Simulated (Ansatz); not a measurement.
# AlPt (P2_13) in Ansatz: a series of runs

The runs below take AlPt through single point, with PBEsol+U.

Everything below comes from runs of Ansatz 0.2.0. Logs are shortened: lines on timing, memory, paths and dates and some standing lists are left out, and cuts for length are marked.

### 1 The crystal as given

Symmetry: P2_13, No. 198, cubic system. The conventional cell has a = 4.879 Å, b = 4.879 Å, c = 4.879 Å, α = 90.00°, β = 90.00°, γ = 90.00°. Pt (site symmetry 3) has 7 Al at 2.60 to 2.63 Å as nearest neighbours. Al (site symmetry 3) has 7 Pt at 2.60 to 2.63 Å as nearest neighbours.

The cell is a database's computed one.

### 2 Single point, PBEsol+U

input.yaml

```yaml
crystal:
  lattice:
    - [4.87893207, 0.0, 0.0]
    - [0.0, 4.87893207, 0.0]
    - [0.0, 0.0, 4.87893207]
  atoms:
    - { symbol: Pt, position: [0.84493694, 0.65506306, 0.34493694] }
    - { symbol: Pt, position: [0.65506306, 0.34493694, 0.84493694] }
    - { symbol: Pt, position: [0.34493694, 0.84493694, 0.65506306] }
    - { symbol: Pt, position: [0.15506306, 0.15506306, 0.15506306] }
    - { symbol: Al, position: [0.1559679, 0.3440321, 0.6559679] }
    - { symbol: Al, position: [0.3440321, 0.6559679, 0.1559679] }
    - { symbol: Al, position: [0.6559679, 0.1559679, 0.3440321] }
    - { symbol: Al, position: [0.8440321, 0.8440321, 0.8440321] }
hamiltonian:
  xc: pbesol
  pseudopotentials: { kind: paw }
  hubbard: { sites: [{ species: Pt, l: d, u_eff: 2.0 }] }
kpoints:
  mp_grid: { grid: [5, 5, 5] }
scf:
  occupations: { method: fermi_dirac, width: 0.05 }
output:
  forces: true
  stress: true
  eigenvalues: true
```

Potentials or basis: Ansatz PAW.

The run is started by

```sh
$ ansatz run input.yaml --threads 4 --pin off --max-ram 11264MiB --backend cpu --events-out ev --progress --plain --runs-dir out
```

The program printed:

```text
Warning: RAYON_NUM_THREADS=4 ignored (pool sized by the plan → 4); use --threads N
Pt: projections on atomic orbitals take those of the free atom [Kr 4d10 4f14] 5s2 5p6 5d9 6s1, of charge +0.00 (hamiltonian.pseudopotentials.projection_atoms); the dataset's partial waves leave at most 9.1e-5 of an orbital's norm unspanned inside its sphere
Al: projections on atomic orbitals take those of the free atom [Ne] 3s2 3p1, of charge +0.00 (hamiltonian.pseudopotentials.projection_atoms); the dataset's partial waves leave at most 3.3e-8 of an orbital's norm unspanned inside its sphere
Engine: ansatz 0.2.0, aarch64-unknown-linux-gnu
Pseudopotentials: kind: paw
Pseudopotential: Pt, paw, valence charge 18, recommended cutoff 420 eV (normal), Pt.paw.azcp
Pseudopotential: Al, paw, valence charge 3, recommended cutoff 420 eV (normal), Al.paw.azcp
Functional definition: PBEsol
  exchange = pbesol_x
  correlation = pbesol_c
Crystal: 8 atoms, lattice volume = 116.138 Å³
Basis set: ecut = 420 eV, 2301 PW (Γ), exchange–correlation on 72×72×72 points (8 copies of the dense FFT grid, shifted against one another)
Bands: 51, of which v1, the nominal top of the filled ones, is band 42 counted from 1 (41 counted from 0)
Symmetry: 12 space group operations
Space group: P213 (ITA 198), of the structure as read, at distance tolerance 4.9e-5 Å
k-points: 11 of 125 (time reversal used)
Non-local potential: Pt, projectors of the file, l = 0: 3, l = 1: 2, l = 2: 2, l = 3: 1
Non-local potential: Al, projectors of the file, l = 0: 2, l = 1: 2, l = 2: 1
PAW form: soft (Blöchl's): semilocal exchange-correlation on the pseudo side does not see the compensation charge
PAW frozen core: Pt, regenerated for the run's functional, and the local potential with it (the file was generated under x = pbe(κ = 0.804, μ = 0.2195149727645171), c = pbe(β = 0.06672455060314922))
PAW frozen core: Al, regenerated for the run's functional, and the local potential with it (the file was generated under x = pbe(κ = 0.804, μ = 0.2195149727645171), c = pbe(β = 0.06672455060314922))
PAW one-centre angular grid: Pt, 590 points (default); XC on 64 Gauss nodes
PAW one-centre angular grid: Al, 110 points (default); XC on 64 Gauss nodes
Initial density: superposition of atomic densities (chi_scale 0.1, normalization cell, long waves of neutral atoms under a Hubbard term (reshape's long-wave potential 0.00 eV rms, cloud 2.57 Å wide))
Initial wavefunctions: pseudopotential atomic-orbital guess
Functional: x = pbesol(κ = 0.804, μ = 0.12345679012345678), c = pbesol(β = 0.046)
SCF iter   1: F=—  HF=-51641.310399 eV  |F-HF|=—  |Δ(HF+E_count)|=         —  Δρ=8.91e-2  dr2=1.10e1  ethr=3.10e-3  ⟨swp⟩=7.0  Hψ=2174  notcnv=0  defer=1
preconditioner: auto → Resta (q_TF=auto, 2.585 Å⁻¹)  ε∞=10.4  [insulator: Δε(μ)=0.303 eV  Ē_g=8.083 eV  σ=0.050 eV  W_gap=0.51  n_scr=32 (ndim 8)  ℏωp=24.8 eV  f_vac=0.000  D(μ)=1.73/eV (n_scr^D=6)  ε∞_Penn≈10.4]
SCF iter   2: F=—  HF=-51638.638565 eV  |F-HF|=—  |Δ(HF+E_count)|=    2.67e0  Δρ=2.56e-2  dr2=4.99e-1  ethr=3.10e-3  ⟨swp⟩=2.9  Hψ=1087  notcnv=0  defer=32
SCF iter   3: F=—  HF=-51638.568164 eV  |F-HF|=—  |Δ(HF+E_count)|=   7.04e-2  Δρ=1.26e-2  dr2=1.30e-1  ethr=5.94e-4  ⟨swp⟩=2.6  Hψ=812  notcnv=0  defer=32
SCF iter   4: F=—  HF=-51638.538239 eV  |F-HF|=—  |Δ(HF+E_count)|=   2.99e-2  Δρ=2.21e-3  dr2=5.82e-3  ethr=1.55e-4  ⟨swp⟩=2.3  Hψ=724  notcnv=0  defer=32
SCF iter   5: F=—  HF=-51638.535631 eV  |F-HF|=—  |Δ(HF+E_count)|=   2.61e-3  Δρ=1.82e-4  dr2=2.64e-5  ethr=6.92e-6  ⟨swp⟩=2.1  Hψ=816  notcnv=0  defer=32
SCF iter   6: F=—  HF=-51638.535613 eV  |F-HF|=—  |Δ(HF+E_count)|=   1.85e-5  Δρ=3.34e-5  dr2=7.11e-7  ethr=3.15e-8  ⟨swp⟩=2.0  Hψ=788  notcnv=0  defer=32
SCF iter   7: F=-51638.535613 eV  HF=-51638.535613 eV  |F-HF|=1.70e-8  |Δ(HF+E_count)|=   6.55e-8  Δρ=6.59e-6  dr2=3.81e-8  ethr=1.19e-10  ⟨swp⟩=10.1  Hψ=2508  notcnv=0
SCF 1 converged in 7 iterations: F = -51638.535613 eV  dr2 = 3.81e-8
SCF converged after 7 iterations
Free energy (F): -51638.535613 eV
Harris-Foulkes:  -51638.535613 eV  (|F-HF|=1.70e-8)
Internal energy: -51638.521250 eV  (E = F + TS)
E sigma→0 (E₀):  -51638.528431 eV
Entropy (-TS):   -0.014363 eV (-1.795 meV/atom)
Fermi energy:    16.495454 eV
--- Per-component energies (eV) ---
  E_band       = -891.072239
  E_kinetic    = 2666.019735
  E_local      = -8714.670504  (includes V_loc(G=0)·N_el)
  E_nonlocal   = 849.708503
  E_hartree    = 3429.411971
  E_xc         = -1208.397133
  E_vxc        = -1338.765467  (∫ρ·V_xc dr)
  E_hubbard    = 3.203667  (on-site DFT+U / exact-exchange correction)
  E_vhub       = -30.078478  (the Hubbard potential's part of the band-sum identity)
  E_paw        = -39086.228757  (= ΣΔE_a)
  E_vpaw       = -1182.102120  (= ΣTr[D̂ρ^β])
  E_aug_tail   = 0.000723  (compensation charges beyond the density's cutoff)
  E_ewald      = -9578.793935
  E_core_change = 1.224481  (= ΣΔE_core)
  E_smearing   = -0.014363  (= −TS)
  E_closure    = 0.000000  (closes the sum)
  Σ components = -51638.535613   (vs F -51638.535613, Δ=0.00e0)
--- Forces (eV/Å), atoms counted from 1 ---
  atom   1  Pt     0.02659442    -0.02659442     0.02659442
  atom   2  Pt    -0.02659442     0.02659442     0.02659442
  atom   3  Pt     0.02659442     0.02659442    -0.02659442
  atom   4  Pt    -0.02659442    -0.02659442    -0.02659442
  atom   5  Al     0.00175801    -0.00175801     0.00175801
  atom   6  Al    -0.00175801     0.00175801     0.00175801
  atom   7  Al     0.00175801     0.00175801    -0.00175801
  atom   8  Al    -0.00175801    -0.00175801    -0.00175801
  max |Σ_I F_I| component: 7.74e-17 eV/Å
--- Stress (GPa, compression-positive) ---
       -1.176831      -0.000000       0.000000
       -0.000000      -1.176831       0.000000
        0.000000      -0.000000      -1.176831
  P = ⅓ Tr σ = -1.1768 GPa (-11.768 kbar)
--- Band table (eV; the first three rows and the last of 11) ---
  k-point 0: bands = ["-81.6546", "-81.6486", "-81.6486", "-81.6486", "-35.9586", "-35.9586", "-35.9586", "-35.9005", "-35.9005", "-35.9005", "-35.9001", "-35.8500", "-35.8500", "-35.8252", "-35.8252", "-35.8252", "5.4206", "9.3310", "9.3310", "9.3310", "10.7848", "10.7848", "10.7848", "11.1167", "11.1167", "11.1167", "11.5134", "12.0396", "12.0396", "12.1418", "12.1418", "12.1418", "13.0760", "13.0760", "13.0760", "14.0241", "14.0241", "14.5949", "14.5949", "14.5949", "16.1667", "16.1667", "16.1667", "20.7481", "20.7481", "20.7481", "20.9222", "20.9222", "21.1470", "21.7108", "21.7108"]
  k-point 1: bands = ["-81.6542", "-81.6499", "-81.6485", "-81.6481", "-35.9654", "-35.9605", "-35.9469", "-35.9131", "-35.9071", "-35.9027", "-35.8820", "-35.8483", "-35.8449", "-35.8290", "-35.8285", "-35.8248", "5.7123", "8.8420", "9.3778", "9.4761", "10.5093", "10.6584", "10.9430", "11.0530", "11.0617", "11.5094", "11.5162", "11.6657", "11.7892", "12.0058", "12.2258", "12.6614", "12.9183", "13.1317", "13.4644", "13.8298", "13.8978", "14.0050", "14.6267", "14.9944", "15.8823", "15.9340", "17.7053", "19.3254", "19.6336", "19.9119", "19.9294", "20.8507", "21.2917", "21.6730", "21.9785"]
  k-point 2: bands = ["-81.6531", "-81.6515", "-81.6482", "-81.6481", "-35.9669", "-35.9643", "-35.9326", "-35.9191", "-35.9164", "-35.9106", "-35.8622", "-35.8481", "-35.8361", "-35.8354", "-35.8334", "-35.8281", "6.5456", "7.7506", "9.4295", "9.4756", "10.3118", "10.4779", "11.0177", "11.0962", "11.3177", "11.3328", "11.4719", "11.4903", "11.8913", "12.3661", "12.5079", "12.7887", "12.8192", "13.0570", "13.5175", "13.5784", "13.6961", "14.3332", "14.4488", "14.9938", "15.5479", "16.1277", "17.5394", "18.2221", "19.2754", "19.2839", "20.7549", "21.0220", "21.7337", "21.8783", "22.2719"]
  k-point 10: bands = ["-81.6512", "-81.6509", "-81.6495", "-81.6493", "-35.9584", "-35.9561", "-35.9477", "-35.9440", "-35.8981", "-35.8928", "-35.8784", "-35.8724", "-35.8316", "-35.8287", "-35.8236", "-35.8216", "8.3652", "8.9834", "9.0668", "9.1347", "10.0505", "10.1201", "10.7491", "10.8871", "11.1210", "11.2187", "11.2460", "11.4373", "11.8457", "12.0249", "12.0832", "12.2822", "13.0745", "13.1690", "13.3283", "13.4142", "13.5845", "13.6132", "13.6500", "13.9424", "15.0840", "15.3863", "16.0992", "16.5226", "21.7295", "22.2383", "22.4744", "22.7508", "22.9426", "23.4076", "23.7157"]
Occupation matrices written to <dir>
```

Run time: 2 s. Hardware: 4 threads of Arm Neoverse V2, shared host; peak memory 0.43 GiB.

Results:

- Free energy: -51638.5356 eV
- Pressure: -1.2 GPa
- Largest force: 0.046 eV/Å
- Band gap on the k mesh: none (metal or under the smearing width)

Forces on the atoms (eV/Å):
```
Pt   0.027 -0.027  0.027
Pt  -0.027  0.027  0.027
Pt   0.027  0.027 -0.027
Pt  -0.027 -0.027 -0.027
Al   0.002 -0.002  0.002
Al  -0.002  0.002  0.002
Al   0.002  0.002 -0.002
Al  -0.002 -0.002 -0.002
```

Levels at points of the mesh, in eV from the Fermi level:
| k point | band 40 | band 41 | band 42 | band 43 | band 44 | band 45 |
| --- | --- | --- | --- | --- | --- | --- |
| (0.00, 0.00, 0.00) | -1.90 | -0.33 | -0.33 | -0.33 | 4.25 | 4.25 |

Eigenvalues of the final occupation matrices:
```tsv
site	spin	trace	eigenvalues
site 1	1	4.56	0.90 0.90 0.92 0.92 0.92
site 2	1	4.56	0.90 0.90 0.92 0.92 0.92
site 3	1	4.56	0.90 0.90 0.92 0.92 0.92
site 4	1	4.56	0.90 0.90 0.92 0.92 0.92
```

Caveat: U without spin polarisation on a metal has little footing; the PAW data sets come from PBE, with cores solved anew for the run's functional, which leaves a small shift of forces and pressure; the U is typed as a test and isn't derived for this compound. Spin-orbit coupling is left out, which matters for the levels of Pt.

### 3 Single point, PBEsol+U

input.yaml, as its differences from that of step 2:

```diff
@@ -17,3 +17,3 @@
   pseudopotentials: { kind: paw }
-  hubbard: { sites: [{ species: Pt, l: d, u_eff: 2.0 }] }
+  hubbard: { sites: [{ species: Pt, l: d, u_eff: 3.0 }] }
 kpoints:
```

Potentials or basis: Ansatz PAW.

The run is started by

```sh
$ ansatz run input.yaml --threads 4 --pin off --max-ram 11264MiB --backend cpu --events-out ev --progress --plain --runs-dir out
```

It took 2 s on 4 threads of Arm Neoverse V2, shared host; peak memory 0.43 GiB.

It converged, with:

| Property | Result |
| --- | --- |
| Free energy | -51636.9646 eV |
| Pressure | -1.0 GPa |
| Largest force | 0.036 eV/Å |
| Band gap on the k mesh | none (metal or under the smearing width) |

Forces in eV/Å, atoms in the order of the input:
```
Pt   0.021 -0.021  0.021
Pt  -0.021  0.021  0.021
Pt   0.021  0.021 -0.021
Pt  -0.021 -0.021 -0.021
Al   0.004 -0.004  0.004
Al  -0.004  0.004  0.004
Al   0.004  0.004 -0.004
Al  -0.004 -0.004 -0.004
```

Levels at points of the mesh, in eV from the Fermi level:
| k point | band 39 | band 40 | band 41 | band 42 | band 43 | band 44 | band 45 | band 46 |
| --- | --- | --- | --- | --- | --- | --- | --- | --- |
| (0.00, 0.00, 0.00) | -1.95 | -1.95 | -0.37 | -0.37 | -0.37 | 4.30 | 4.30 | 4.30 |

Eigenvalues of the final occupation matrices:
```tsv
site	spin	trace	eigenvalues
site 1	1	4.58	0.91 0.91 0.92 0.92 0.92
site 2	1	4.58	0.91 0.91 0.92 0.92 0.92
site 3	1	4.58	0.91 0.91 0.92 0.92 0.92
site 4	1	4.58	0.91 0.91 0.92 0.92 0.92
```

Caveat: U without spin polarisation on a metal has little footing; the PAW data sets come from PBE, with cores solved anew for the run's functional, which leaves a small shift of forces and pressure; the U is typed as a test and isn't derived for this compound. Spin-orbit coupling is left out, which matters for the levels of Pt.

### 4 Single point, PBEsol+U

input.yaml, as its differences from that of step 3:

```diff
@@ -17,3 +17,3 @@
   pseudopotentials: { kind: paw }
-  hubbard: { sites: [{ species: Pt, l: d, u_eff: 3.0 }] }
+  hubbard: { sites: [{ species: Pt, l: d, u_eff: 4.0 }] }
 kpoints:
@@ -26 +26,5 @@
   eigenvalues: true
+  write_density: true
+  write_potential: true
+  elf: true
+  volumetric_format: npy
```

The run is started by

```sh
$ ansatz run input.yaml --threads 4 --pin off --max-ram 11264MiB --backend cpu --events-out ev --progress --plain --runs-dir out
```

Wall time 3.1 s (4 threads of Arm Neoverse V2, shared host); peak memory 0.44 GiB.

Results (log left out):

| Quantity | Value |
| --- | --- |
| Free energy | -51635.4546 eV |
| Pressure | -0.8 GPa |
| Largest force | 0.023 eV/Å |
| Band gap on the k mesh | none (metal or under the smearing width) |

Forces on the atoms (eV/Å):
```
Pt   0.013 -0.013  0.013
Pt  -0.013  0.013  0.013
Pt   0.013  0.013 -0.013
Pt  -0.013 -0.013 -0.013
Al   0.006 -0.006  0.006
Al  -0.006  0.006  0.006
Al   0.006  0.006 -0.006
Al  -0.006 -0.006 -0.006
```

Levels at points of the mesh, in eV from the Fermi level:
| k point | band 39 | band 40 | band 41 | band 42 | band 43 | band 44 | band 45 | band 46 |
| --- | --- | --- | --- | --- | --- | --- | --- | --- |
| (0.00, 0.00, 0.00) | -2.00 | -2.00 | -0.41 | -0.41 | -0.41 | 4.33 | 4.33 | 4.33 |

Eigenvalues of the final occupation matrices:
```
  site  spin  trace               eigenvalues
site 1     1   4.60  0.91 0.91 0.92 0.92 0.92
site 2     1   4.60  0.91 0.91 0.92 0.92 0.92
site 3     1   4.60  0.91 0.91 0.92 0.92 0.92
site 4     1   4.60  0.91 0.91 0.92 0.92 0.92
```

Caveat: U without spin polarisation on a metal has little footing; the PAW data sets come from PBE, with cores solved anew for the run's functional, which leaves a small shift of forces and pressure; the U is typed as a test and isn't derived for this compound. The run has no spin-orbit coupling, so splittings on Pt are missing.

### 5 Overview

| U | gap on the mesh (eV) | pressure (GPa) | largest force (eV/Å) |
| --- | --- | --- | --- |
| Pt d U = 2 eV | none | -1.2 | 0.05 |
| Pt d U = 3 eV | none | -1.0 | 0.04 |
| Pt d U = 4 eV | none | -0.8 | 0.02 |

Alike in all rows: task single point; level PBEsol+U; potentials or basis Ansatz PAW; no spin polarisation; cell as given; k mesh 5 × 5 × 5; cutoff (eV) 420; smearing fermi-dirac 0.05 eV.

Every run on the cell as given and a fine mesh finds a metal.

Caveats: U without spin polarisation on a metal has little footing; the PAW data sets come from PBE, with cores solved anew for the run's functional, which leaves a small shift of forces and pressure; the U is typed as a test and isn't derived for this compound.

Absolute energies hang on the potentials; compare differences alone.
